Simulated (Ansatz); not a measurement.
Isolated molecules relaxed with PBE0-D4/def2-TZVP in Ansatz; ΔE leaves out vibrations. CBS: MP2 limit from def2 TZ/QZ plus the TZ coupled-cluster correction, frozen cores. DFT in def2-TZVPP. Each species was taken in one conformer, which may not be the lowest.

Reaction (formal exchange of groups at a C–C bond): `Cc1ccccn1` + `O[SiH2][SiH3]` → `C[SiH](O)[SiH3]` + pyridine

`Cc1ccccn1`:

Z-matrix (Å, degrees):
```
C
C 1 1.496
H 1 1.092 2 110.1
H 1 1.090 2 111.8 3 121.1
H 1 1.092 2 110.1 3 -117.7
C 2 1.392 1 121.6 3 -121.1
N 2 1.334 1 116.5 3 58.9
C 6 1.384 2 119.3 1 180.0
H 6 1.084 2 120.0 1 0.0
C 7 1.326 2 118.3 1 -180.0
C 8 1.384 6 118.8 2 0.0
H 8 1.084 6 120.4 2 -180.0
H 10 1.087 7 116.0 2 180.0
H 11 1.083 8 121.6 6 180.0
```

`O[SiH2][SiH3]`:

Z-matrix (Å, degrees):
```
Si
Si 1 2.347
O 1 1.654 2 112.4
H 1 1.484 2 110.6 3 117.6
H 1 1.493 2 108.5 3 -123.5
H 2 1.489 1 110.0 3 177.8
H 2 1.491 1 110.1 3 58.6
H 2 1.488 1 111.4 3 -61.5
H 3 0.958 1 117.6 2 -58.8
```

`C[SiH](O)[SiH3]`:

Z-matrix (Å, degrees):
```
C
Si 1 1.869
H 1 1.092 2 111.1
H 1 1.094 2 111.1 3 -120.6
H 1 1.094 2 110.3 3 120.0
O 2 1.657 1 112.1 3 59.1
Si 2 2.342 1 111.5 3 -59.2
H 2 1.496 1 107.9 3 -179.7
H 6 0.958 2 117.6 1 68.6
H 7 1.489 2 110.9 1 59.8
H 7 1.488 2 111.5 1 -178.9
H 7 1.490 2 109.3 1 -59.2
```

`c1ccncc1`:

Z-matrix (Å, degrees):
```
C
C 1 1.385
C 1 1.385 2 118.5
H 1 1.084 2 120.7 3 -180.0
C 2 1.387 1 118.4 3 -0.0
H 2 1.083 1 121.3 3 180.0
C 3 1.387 1 118.4 2 0.0
H 3 1.083 1 121.3 2 180.0
N 5 1.328 2 123.7 1 0.0
H 5 1.087 2 120.2 1 -180.0
H 7 1.087 3 120.2 1 180.0
```

```tsv
species	ωB97X-V energy (Eh)
`Cc1ccccn1`	-287.62348
`O[SiH2][SiH3]`	-657.78283
`C[SiH](O)[SiH3]`	-697.11829
`c1ccncc1`	-248.29890
```

Problem. Work out ΔE.

Solution. ΔE = (-697.11829) + (-248.29890) − (-287.62348) − (-657.78283) = -0.01088 Eh = -6.8 kcal/mol. CCSD(T)/CBS gives -7.3 kcal/mol.

Largest T1 diagnostic among the species: 0.012.

Leaving LDA and LC-ωPBE aside and taking each functional with its dispersion term where it has one, the values, not all of them listed here, spread over 1.0 kcal/mol, from ωB97M-V to revPBE-D4. LDA lies +1.2 kcal/mol from PBE without D4. At CCSD(T), def2-SVP lies +3.2 kcal/mol from the extrapolated value and def2-TZVPP +0.3 kcal/mol.
